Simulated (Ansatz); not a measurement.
# MoS2 (layers cut from the bulk crystal): converging the G0W0 gap

Wanted: a G0W0 gap for MoS2 (layers cut from the bulk crystal) that is converged in bands and cutoff, or an estimate of the limit.

Method: G0W0 on PBEsol, plane waves, PAW, in Ansatz 0.2.0.

## Step 1: The structure

The cell holds 9 atoms: 6 S and 3 Mo. Cell: a = 3.116 Å, b = 3.116 Å, c = 52.600 Å, α = 90.0°, β = 90.0°, γ = 120.0°. It derives from MoS2. Regions: layer 1, 3 atoms (2 S and 1 Mo); layer 2, 3 atoms (2 S and 1 Mo); layer 3, 3 atoms (2 S and 1 Mo). Vacuum lies along c.

The structure was relaxed with PBEsol-D3(BJ). The runs that relaxed it are not among those shown. The default PAW set here is soft_2. Its files were made with PBE. The Coulomb interaction is cut off across the vacuum.

## Step 2: 235 empty bands, screening to 38 eV

G0W0 replaces the xc potential by the self-energy, built once from these orbitals. Only a window of levels is corrected, while the sums run over the empty bands that the input names.

input.yaml

```yaml
crystal:
  lattice:
    - [3.1158716118, 0.0, 0.0]
    - [-1.5579358059, 2.6984239707, 0.0]
    - [0.0, 0.0, 52.6]
  atoms:
    - { symbol: S, position: [0.75, 0.25, 0.3600360148] }
    - { symbol: Mo, position: [0.0833333333, 0.9166666667, 0.3897436905] }
    - { symbol: S, position: [0.75, 0.25, 0.4194346753] }
    - { symbol: S, position: [0.0833333333, 0.9166666667, 0.4703538471] }
    - { symbol: Mo, position: [0.4166666667, 0.5833333333, 0.4999636025] }
    - { symbol: S, position: [0.0833333333, 0.9166666667, 0.529649471] }
    - { symbol: S, position: [0.4166666667, 0.5833333333, 0.5805773126] }
    - { symbol: Mo, position: [0.75, 0.25, 0.6102250258] }
    - { symbol: S, position: [0.4166666667, 0.5833333333, 0.6399639852] }
  periodic: [true, true, false]
kpoints:
  mp_grid: { grid: [9, 9, 1] }
hamiltonian:
  xc: pbesol
scf:
  occupations: { method: fixed }
gw:
  n_empty_bands: 235
  ecut_chi: 38
  qp_bands: [v3, c3]
  qp_kpoints: band_edges
  screening: { model: contour_deformation }
```

Launch:

```
$ ansatz run input.yaml --threads 3 --pin off --max-ram 92160MiB --backend cuda --events-out ev --progress --plain --runs-dir out --devices 1 --max-vram 13GiB
```

Numbers of over 12 decimals in the logs are rounded to 6 here.

Log:

```text
GPUs: using 1 of 1 available (devices: 1).
Engine: ansatz 0.2.0, x86_64-unknown-linux-gnu
Pseudopotentials: kind: paw
Pseudopotential: S, paw, valence charge 6, recommended cutoff 420 eV (normal), S.paw.azcp
Pseudopotential: Mo, paw, valence charge 14, recommended cutoff 420 eV (normal), Mo.paw.azcp
Functional definition: PBEsol
  exchange = pbesol_x
  correlation = pbesol_c
device memory: the entry about to start is reckoned to put 4.6 GiB on a device that reports 38.1 GiB free (of which the cap on the GPU budget leaves the run 13.0 GiB)
GPU FFT provider: cuFFT
GPU libraries: cuBLAS 13.8.2, cuFFT 12.4.0, cuSOLVER 12.3.4
Crystal: 9 atoms, lattice volume = 442.258 Å³
Basis set: ecut = 420 eV, 8587 PW (Γ)
Bands: 48, of which v1, the nominal top of the filled ones, is band 39 counted from 1 (38 counted from 0)
Symmetry: 6 space group operations
Space group: P3m1 (ITA 156), of the structure as read, at distance tolerance 7.6e-5 Å
k-points: 12 of 81 (time reversal used)
Non-local potential: S, projectors of the file, l = 0: 2, l = 1: 2, l = 2: 2
Non-local potential: Mo, projectors of the file, l = 0: 3, l = 1: 2, l = 2: 2, l = 3: 1
PAW form: soft (Blöchl's): semilocal exchange-correlation on the pseudo side does not see the compensation charge
PAW frozen core: S, regenerated for the run's functional, and the local potential with it (the file was generated under x = pbe(κ = 0.804, μ = 0.219515), c = pbe(β = 0.066725))
PAW frozen core: Mo, regenerated for the run's functional, and the local potential with it (the file was generated under x = pbe(κ = 0.804, μ = 0.219515), c = pbe(β = 0.066725))
PAW one-centre angular grid: S, 110 points (default); XC on 64 Gauss nodes
PAW one-centre angular grid: Mo, 590 points (default); XC on 64 Gauss nodes
Initial density: superposition of atomic densities (neutral atoms: chi_scale 0, normalization atom), corrected by the library's trained network
Initial wavefunctions: pseudopotential atomic-orbital guess
GPU buffer pool allocated for 207360 grid points (all kernels)
GPU transforms: local potential and band sums: pruned to the plane-wave sphere, on 24×24×360
Functional: x = pbesol(κ = 0.804, μ = 0.123457), c = pbesol(β = 0.046)
SCF iter   1: F=—  HF=-20010.372468 eV  |F-HF|=—  |Δ(HF+E_count)|=         —  Δρ=4.21e-3  dr2=1.96e-1  ethr=1.77e-3  ⟨swp⟩=7.2  Hψ=3155  notcnv=0  defer=74
preconditioner: auto → Resta (q_TF=auto, 2.043 Å⁻¹)  ε∞=3.6  [insulator: Δε(μ)=0.766 eV  Ē_g=7.974 eV  n_scr=34 (ndim 8)  ℏωp=13.0 eV  f_vac=0.653  ε∞_Penn≈3.6  vacuum switching on, ρ_ref=4.6e-3 e/Å³]
SCF iter   2: F=—  HF=-20010.381002 eV  |F-HF|=—  |Δ(HF+E_count)|=   8.53e-3  Δρ=2.83e-3  dr2=1.43e-1  ethr=2.51e-4  ⟨swp⟩=4.5  Hψ=1443  notcnv=0  defer=83
SCF iter   3: F=—  HF=-20010.370218 eV  |F-HF|=—  |Δ(HF+E_count)|=   1.08e-2  Δρ=1.66e-3  dr2=6.90e-3  ethr=1.83e-4  ⟨swp⟩=3.2  Hψ=798  notcnv=0  defer=84
SCF iter   4: F=—  HF=-20010.373869 eV  |F-HF|=—  |Δ(HF+E_count)|=   3.65e-3  Δρ=4.84e-4  dr2=1.97e-3  ethr=8.84e-6  ⟨swp⟩=3.8  Hψ=1617  notcnv=0  defer=84
SCF iter   5: F=—  HF=-20010.373759 eV  |F-HF|=—  |Δ(HF+E_count)|=   1.10e-4  Δρ=1.75e-4  dr2=1.81e-4  ethr=2.52e-6  ⟨swp⟩=2.4  Hψ=876  notcnv=0  defer=84
SCF iter   6: F=—  HF=-20010.373777 eV  |F-HF|=—  |Δ(HF+E_count)|=   1.78e-5  Δρ=5.94e-5  dr2=5.46e-5  ethr=2.33e-7  ⟨swp⟩=3.2  Hψ=1291  notcnv=0  defer=84
SCF iter   7: F=—  HF=-20010.373780 eV  |F-HF|=—  |Δ(HF+E_count)|=   2.72e-6  Δρ=3.41e-5  dr2=2.40e-5  ethr=7.00e-8  ⟨swp⟩=2.9  Hψ=1018  notcnv=0  defer=84
SCF iter   8: F=—  HF=-20010.373779 eV  |F-HF|=—  |Δ(HF+E_count)|=   1.21e-6  Δρ=2.04e-5  dr2=2.86e-6  ethr=3.08e-8  ⟨swp⟩=2.6  Hψ=804  notcnv=0  defer=84
SCF iter   9: F=—  HF=-20010.373780 eV  |F-HF|=—  |Δ(HF+E_count)|=   1.17e-6  Δρ=1.01e-5  dr2=1.59e-6  ethr=3.66e-9  ⟨swp⟩=3.1  Hψ=1237  notcnv=0  defer=84
SCF iter  10: F=—  HF=-20010.373780 eV  |F-HF|=—  |Δ(HF+E_count)|=   1.65e-7  Δρ=4.52e-6  dr2=3.61e-7  ethr=2.04e-9  ⟨swp⟩=2.8  Hψ=889  notcnv=0  defer=84
SCF iter  11: F=-20010.373780 eV  HF=-20010.373780 eV  |F-HF|=2.32e-8  |Δ(HF+E_count)|=   4.50e-9  Δρ=1.75e-6  dr2=4.32e-8  ethr=1.28e-10  ⟨swp⟩=17.6  Hψ=3052  notcnv=0
SCF 1 converged in 11 iterations: F = -20010.373780 eV  dr2 = 4.32e-8
  greatest PAW one-centre occupation: 0.999 electrons in one spin orbital (limit 2), on the Mo atom at site 4 (counted from 0), in its partial waves of l = 0
device memory: the entry about to start is reckoned to put 5.6 GiB (of the 5.7 GiB reckoned in all, the device holds 0.1 GiB already) on a device that reports 38.0 GiB free (of which the cap on the GPU budget leaves the run 12.9 GiB)
NSCF: frozen V_eff on 12 k-points
the band table was solved once the SCF had ended and its energy, with any forces and stress, was formed, with the checks that follow a solve (3027 applications of the Hamiltonian). They found nothing against the state; the energy, forces and stress were not computed again (output.eigenvalues in the input reference)
device memory: the entry about to start is reckoned to put 6.1 GiB on a device that reports 38.1 GiB free (of which the cap on the GPU budget leaves the run 13.0 GiB)
NSCF: frozen V_eff on 12 k-points
G₀W₀ screening: q 1/12
[... further progress lines ...]
device memory: the entry about to start is reckoned to put 1.4 GiB on a device that reports 33.9 GiB free (of which the cap on the GPU budget leaves the run 13.0 GiB)
NSCF: frozen V_eff on 1 k-points
SCF converged after 11 iterations
Free energy (F): -20010.373780 eV
Harris-Foulkes:  -20010.373780 eV  (|F-HF|=2.32e-8)
Internal energy: -20010.373780 eV  (E = F + TS)
E sigma→0 (E₀):  -20010.373780 eV
Fermi energy:    -5.071184 eV
--- Per-component energies (eV) ---
  E_band       = -1732.844098
  E_kinetic    = 1975.535394
  E_local      = -497652.929639  (includes V_loc(G=0)·N_el)
  E_nonlocal   = 604.822199
  E_hartree    = 247510.863279
  E_xc         = -1129.794329
  E_vxc        = -1217.382360  (∫ρ·V_xc dr)
  E_paw        = -12936.068220  (= ΣΔE_a)
  E_vpaw       = -464.620046  (= ΣTr[D̂ρ^β])
  E_aug_tail   = 0.000097  (compensation charges beyond the density's cutoff)
  E_ewald      = 241616.197845
  E_core_change = 0.999594  (= ΣΔE_core)
  E_smearing   = -0.000000  (= −TS)
  E_closure    = -0.000000  (closes the sum)
  Σ components = -20010.373780   (vs F -20010.373780, Δ=0.00e0)
--- Band table (eV; the first three rows and the last of 12) ---
  k-point 0: bands = [... 35 lower, -6.9161, -6.4019, -5.4350, -5.0712, -3.1769, -3.1769, -3.0621, -3.0621, ... 5 higher]
  k-point 1: bands = [... 35 lower, -6.6540, -6.3932, -5.6964, -5.4969, -3.3452, -3.3116, -3.2147, -3.1879, ... 5 higher]
  k-point 2: bands = [... 35 lower, -6.8646, -6.7181, -6.5325, -6.3896, -3.9791, -3.6760, -3.5873, -3.4012, ... 5 higher]
  k-point 11: bands = [... 35 lower, -7.9720, -6.0682, -5.9526, -5.8177, -4.1660, -4.0769, -3.9454, -3.1246, ... 5 higher]
--- G₀W₀: contour deformation, 7 samples at zero and on the imaginary axis and 2 off it, 81 q-points, 235 empty bands' worth ---
  eigenvalues of the whole cell's RPA ε∞ on this k-mesh (on a slab, of 1 + 4πα/V) = 1.2901, 6.0375, 6.0375; static W/v taken at q = 0 is 0.306885
  bands read: the sum over 274 bands ends inside a degenerate multiplet in 1 slot, whose members it reads at an even weight; the widest, k=0: bands 274 to 275 (counted from 1) at 1/2 each
  gw.qp_kpoints: band_edges: 10 of 12 stored k-points solved, in 1 pass; an edge of the gap read off the rows below is read off those points alone
    valence top: of the k-points left out ik 8 came nearest to being solved in a further pass, in band 39 (counted from 1, as in the quasiparticle table): it holds the edge there only if its correction is more favourable than any solved in that band by at least 1.095 eV; those differ by 0.196 eV
    conduction bottom: of the k-points left out ik 4 came nearest to being solved in a further pass, in band 40 (counted from 1, as in the quasiparticle table): it holds the edge there only if its correction is more favourable than any solved in that band by at least 0.616 eV; those differ by 0.223 eV
    ik  band        ε_KS         Σx   Σc(E_QP)       V_xc       Z   E_QP_lin       E_QP  E_QP is
     0    37     -6.4019   -18.6534     1.5577   -17.5009  0.7397    -5.9996    -5.9966  root
     0    38     -5.4350   -19.1623     1.4074   -18.2176  0.7536    -4.9748    -4.9722  root
     0    39     -5.0712   -19.5613     1.0406   -19.0927  0.7532    -4.5024    -4.4992  root
     0    40     -3.1769   -13.7595    -3.6036   -18.4299  0.7492    -2.0804    -2.1101  root
     0    41     -3.1769   -13.7595    -3.6036   -18.4299  0.7492    -2.0804    -2.1101  root
     0    42     -3.0621   -13.7319    -3.6558   -18.4546  0.7476    -1.9646    -1.9952  root
     1    37     -6.3932   -18.7918     1.6572   -17.5249  0.7411    -6.0056    -6.0030  root
     1    38     -5.6964   -19.1877     1.5374   -18.0945  0.7528    -5.2547    -5.2521  root
     1    39     -5.4969   -19.3911     1.2703   -18.6432  0.7519    -4.9778    -4.9746  root
     1    40     -3.3452   -13.5716    -3.6347   -18.2250  0.7423    -2.2971    -2.3265  root
     1    41     -3.3116   -13.8910    -3.6753   -18.6279  0.7484    -2.2207    -2.2500  root
     1    42     -3.2147   -13.8181    -3.6715   -18.5355  0.7501    -2.1405    -2.1688  root
     2    37     -6.7181   -18.9992     1.8811   -17.4915  0.7398    -6.3473    -6.3447  root
     2    38     -6.5325   -19.2137     1.7037   -17.9611  0.7442    -6.0849    -6.0815  root
     2    39     -6.3896   -19.3022     1.6932   -18.0612  0.7431    -5.9408    -5.9373  root
     2    40     -3.9791   -13.6493    -3.4516   -18.0790  0.7515    -2.9794    -3.0009  root
     2    41     -3.6760   -13.7325    -3.5506   -18.2888  0.7478    -2.6449    -2.6702  root
     2    42     -3.5873   -14.3692    -3.4601   -18.8760  0.7436    -2.5119    -2.5406  root
     3    37     -7.0669   -19.6350     2.4010   -17.5629  0.7412    -6.7401    -6.7379  root
     3    38     -6.9732   -18.9718     1.8570   -17.5317  0.7417    -6.5596    -6.5562  root
     3    39     -6.8384   -18.9710     1.8248   -17.5536  0.7390    -6.4339    -6.4309  root
     3    40     -3.8385   -14.2896    -3.7190   -19.0711  0.7460    -2.7476    -2.7759  root
     3    41     -3.7418   -15.3907    -3.6879   -20.2398  0.7404    -2.5443    -2.5805  root
     3    42     -3.5934   -15.4103    -3.7201   -20.2898  0.7399    -2.3967    -2.4340  root
[...]
10    41     -3.7391   -15.8616    -3.5529   -20.5738  0.7414    -2.5447    -2.5797  root
    10    42     -3.5710   -16.0587    -3.5942   -20.8326  0.7383    -2.3528    -2.3913  root
    11    37     -6.0682   -19.2237     0.9480   -18.8678  0.7459    -5.4803    -5.4760  root
    11    38     -5.9526   -19.2748     0.9548   -18.9455  0.7512    -5.3313    -5.3271  root
    11    39     -5.8177   -19.2867     0.9402   -18.9500  0.7458    -5.2187    -5.2142  root
    11    40     -4.1660   -16.1636    -3.3265   -20.6756  0.7436    -2.9484    -2.9804  root
    11    41     -4.0769   -16.1839    -3.3119   -20.6692  0.7485    -2.8733    -2.9035  root
    11    42     -3.9454   -16.1758    -3.3119   -20.6746  0.7435    -2.7258    -2.7584  root
```

The job ended after 96 s (1 × NVIDIA H100 80GB HBM3 (shared by 6 runs) with 3 threads of AMD EPYC 7R13 (Zen 3), shared host; peak memory 1.8 GiB).

This step gave:

* bands summed: 274
* plane waves in the screening matrix: 263
* q-points in the mesh: 81
* G0W0 gap on the mesh: 1.234 eV
* k of the valence top: 0, 0, 0
* k of the conduction bottom: 0.1111, 0.2222, 0
* starting gap on the mesh: 0.8211 eV
* Z at the valence top: 0.7532
* Z at the conduction bottom: 0.7540
* least direct G0W0 gap on the computed points: 2.234 eV

The gap on the mesh goes from 0.82 eV to 1.23 eV, a correction of +0.41 eV. Between the two edge states, bare exchange in place of the xc potential would open the gap by 4.79 eV, and correlation takes back 4.38 eV.

## Step 3: 588 empty bands, screening to 70 eV

Another rung: the empty bands reach about as high as the screening cutoff, so the two stay in balance.

Changes to input.yaml since step 2:

```diff
@@ -22,5 +22,6 @@
   occupations: { method: fixed }
+  convergence: { dr2_threshold: 1.0e-10 }
 gw:
-  n_empty_bands: 235
-  ecut_chi: 38
+  n_empty_bands: 588
+  ecut_chi: 70.0
   qp_bands: [v3, c3]
```

Log:

```text
GPUs: using 1 of 1 available (devices: 1).
[...]
GPU FFT provider: cuFFT
GPU libraries: cuBLAS 13.8.2, cuFFT 12.4.0, cuSOLVER 12.3.4
Crystal: 9 atoms, lattice volume = 442.258 Å³
Basis set: ecut = 420 eV, 8587 PW (Γ)
Bands: 48, of which v1, the nominal top of the filled ones, is band 39 counted from 1 (38 counted from 0)
[... 1 set-up line as in the run before ...]
[...]
k-points: 12 of 81 (time reversal used)
[...]
GPU buffer pool allocated for 207360 grid points (all kernels)
[...]
SCF iter   1: F=—  HF=-20010.372468 eV  |F-HF|=—  |Δ(HF+E_count)|=         —  Δρ=4.21e-3  dr2=1.96e-1  ethr=1.77e-3  ⟨swp⟩=7.2  Hψ=3155  notcnv=0  defer=74
[...]
SCF iter  16: F=-20010.373780 eV  HF=-20010.373780 eV  |F-HF|=6.18e-11  |Δ(HF+E_count)|=  2.36e-10  Δρ=6.01e-8  dr2=2.93e-11  ethr=1.00e-12  ⟨swp⟩=2.2  Hψ=1395  notcnv=0
SCF 1 converged in 16 iterations: F = -20010.373780 eV  dr2 = 2.93e-11
[...]
NSCF: frozen V_eff on 12 k-points
[...]
G₀W₀ screening: q 1/12
[... further progress lines ...]
[...]
SCF converged after 16 iterations
Free energy (F): -20010.373780 eV
[...]
Internal energy: -20010.373780 eV  (E = F + TS)
E sigma→0 (E₀):  -20010.373780 eV
Fermi energy:    -5.070796 eV
[...]
--- Band table (eV; the first three rows and the last of 12) ---
  k-point 0: bands = [... 35 lower, -6.9157, -6.4015, -5.4346, -5.0708, -3.1765, -3.1765, -3.0617, -3.0617, ... 5 higher]
  k-point 1: bands = [... 35 lower, -6.6536, -6.3928, -5.6960, -5.4965, -3.3447, -3.3113, -3.2143, -3.1876, ... 5 higher]
  k-point 2: bands = [... 35 lower, -6.8642, -6.7177, -6.5321, -6.3892, -3.9787, -3.6756, -3.5869, -3.4008, ... 5 higher]
  k-point 11: bands = [... 35 lower, -7.9716, -6.0678, -5.9522, -5.8172, -4.1656, -4.0765, -3.9449, -3.1243, ... 5 higher]
[...]
0    37     -6.4015   -18.6534     1.2465   -17.5009  0.7328    -6.3077    -6.3074  root
     0    38     -5.4346   -19.1623     1.0456   -18.2177  0.7451    -5.3337    -5.3335  root
     0    39     -5.0708   -19.5613     0.6631   -19.0927  0.7443    -4.8767    -4.8763  root
     0    40     -3.1765   -13.7595    -3.9576   -18.4299  0.7406    -2.4517    -2.4637  root
     0    41     -3.1765   -13.7595    -3.9576   -18.4299  0.7406    -2.4517    -2.4637  root
     0    42     -3.0617   -13.7319    -4.0110   -18.4546  0.7391    -2.3376    -2.3500  root
     1    37     -6.3928   -18.7917     1.3408   -17.5248  0.7339    -6.3191    -6.3189  root
     1    38     -5.6960   -19.1877     1.1839   -18.0946  0.7442    -5.6053    -5.6051  root
[...]
11    39     -5.8172   -19.2866     0.5820   -18.9500  0.7383    -5.5726    -5.5719  root
    11    40     -4.1656   -16.1636    -3.7086   -20.6756  0.7354    -3.3479    -3.3621  root
    11    41     -4.0765   -16.1839    -3.6962   -20.6692  0.7403    -3.2754    -3.2875  root
    11    42     -3.9449   -16.1758    -3.6931   -20.6746  0.7354    -3.1258    -3.1392  root
```

Run time: 3.6 min. Hardware: 1 × NVIDIA H100 80GB HBM3 (shared by 6 runs) with 3 threads; peak memory 3.2 GiB; 5.6 min of CPU time.

Numbers from this step:

```
bands summed                                 : 627
plane waves in the screening matrix          : 587
q-points in the mesh                         : 81
G0W0 gap on the mesh                         : 1.289 eV
k of the valence top                         : 0, 0, 0
k of the conduction bottom                   : 0.1111, 0.2222, 0
starting gap on the mesh                     : 0.8211 eV
Z at the valence top                         : 0.7443
Z at the conduction bottom                   : 0.7465
least direct G0W0 gap on the computed points : 2.210 eV
```

Against the run with 9×9×1 mesh, 235 empty bands, screening to 38 eV, the gap moves by +0.05 eV.

## Step 4: Side by side

Times are wall times on 1 × NVIDIA H100 80GB HBM3 (shared by 6 runs) with 3 threads of AMD EPYC 7R13 (Zen 3), shared host, good to a factor of about two.

```
 mesh        files            frequency  bands summed  cutoff (eV)  start (eV)  G0W0 (eV)     time  host memory (GiB)
9×9×1  default PAW  contour deformation           274           38       0.821      1.234     96 s                1.8
9×9×1  default PAW  contour deformation           627           70       0.821      1.289  3.6 min                3.2
```

The parts of the quasiparticle energy at the two band edges (eV; QP = start + Σx + Σc − Vxc):

```
      run               edge  start      Σx     Σc     Vxc     Z     QP
274 bands        valence top  -5.07  -19.56   1.04  -19.09  0.75  -4.50
274 bands  conduction bottom  -4.25  -13.78  -3.34  -18.10  0.75  -3.27
627 bands        valence top  -5.07  -19.56   0.66  -19.09  0.74  -4.88
627 bands  conduction bottom  -4.25  -13.78  -3.66  -18.10  0.75  -3.59
```

## Step 5: What came out

- 274 bands, 38 eV: 1.234 eV
- 627 bands, 70 eV: 1.289 eV
- estimated limit in bands and cutoff: 1.33 eV
- mesh and start: 9×9×1, PBEsol

A line in one over the bands through the two rungs gives 1.33 eV, +0.04 eV from the top rung; with two points alone it is an unchecked estimate. The rungs stand 0.10 eV (274 bands) and 0.04 eV (627 bands) from it. From 274 to 627 bands the gap moves by +0.05 eV while the time grows 2.3-fold. Σc changes by −0.38 eV at the valence top and −0.32 eV at the conduction bottom, so the levels themselves move more than the gap between them. The 9×9×1 mesh misses a band edge: over a band path and its finer mesh (run apart) the PBEsol gap is 0.75 eV, so the G0W0 gap over the zone may lie about 0.07 eV below its value on the mesh. The mesh in the plane is coarse for a sheet; gap and any exciton binding can still move on denser ones. The many-body steps are scalar-relativistic: spin-orbit coupling is not in them.

[Paths, hosts, dates, memory and timing lines, banners, echoed tables and standing remarks are left out of the program output.]

[Logs are printed without paths, hosts, clocks, repeated set-up lines and the standing remarks that a program may print on its own settings, such as how far it seeks lower states.]

[Runs of the session that timed out or met a known fault of the program may be left out.]

[Cells called generated may have been cut or substituted from an entry of the Crystallography Open Database or the Materials Project.]

[Hosts, paths, dates, database ids (printed as entryN), source tags and the programs' standing remarks are cut or masked in the printed files.]
